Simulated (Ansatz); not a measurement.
Relaxed bulk TaN:

```yaml
crystal:
  lattice:
    - [5.20509, 0.00000, 0.00000]
    - [-2.60254, 4.50774, 0.00000]
    - [0.00000, 0.00000, 2.90359]
  atoms:
    - { symbol: Ta, position: [0.00000, 0.00000, 0.00000] }
    - { symbol: Ta, position: [0.33333, 0.66667, 0.50000] }
    - { symbol: Ta, position: [0.66667, 0.33333, 0.50000] }
    - { symbol: N, position: [0.50000, 0.00000, 0.00000] }
    - { symbol: N, position: [0.50000, 0.50000, 0.00000] }
    - { symbol: N, position: [0.00000, 0.50000, 0.00000] }
```

Miller indices refer to the conventional cell of P6/mmm (No. 191), a = 5.205 Å, b = 5.205 Å, c = 2.904 Å, α = 90.00°, β = 90.00°, γ = 120.00°.

Consider the (100) slab of 9 planes, 9.0 Å thick with 15 Å of vacuum as cut; outer planes TaN (top) and TaN (bottom), atoms at the bulk's places.

All numbers below come from Ansatz 0.2.0, DFT PBEsol, scalar-relativistic, plane waves, PAW. Cutoff 420 eV; k points 12×7×1 on the computed 14-atom cell (Γ-centred); Gaussian smearing, width 0.10 eV; no spin polarisation. The cell repeats along c with a dipole correction in the vacuum.

(1) Predict the surface energy (mean of both faces).

(2) Give the work function.

Spin-orbit coupling is left out, which matters for the bands of heavy elements.

Answers

(1) 4.28 J/m².

(2) 4.62 eV.

The reference crystal is a form of TaN, which isn't its usual structure.